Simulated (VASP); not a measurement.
Crystal: AgCl.

```
Ag Cl
1.0
     0.00000    2.72297    2.72297
     2.72297    0.00000    2.72297
     2.72297    2.72297    0.00000
Ag Cl
1 1
Cartesian
  0.0000 0.0000 0.0000
  2.7230 2.7230 2.7230
```

The cell is a database's computed one.

Base run:

- Program: VASP 6.6.1
- Functional: r2SCAN
- Potentials or basis: VASP PAW PBE potentials, release 64 (Ag, Cl)
- Cutoff: 520 eV
- k mesh: 8 × 8 × 8
- Occupations: gaussian, width 0.02 eV
- Spin: no spin polarisation

Its results: band gap on the k mesh 1.43 eV, indirect (least direct gap 3.90 eV); pressure 3.1 GPa.

Problem. The run is repeated on the same cell with these changes: functional from r2SCAN to PBEsol; k mesh from 8 × 8 × 8 to 14 × 14 × 14. What comes out?

Solution. Band gap on the k mesh 0.72 eV, indirect (least direct gap 3.06 eV); pressure -0.1 GPa.

Several settings changed at once, so the effect can't be laid on one alone.

Caveats: the PAW data sets were made with another functional, which shifts forces and pressure a little.

A k mesh can miss the band edges.

Not every run made on this cell is shown here.
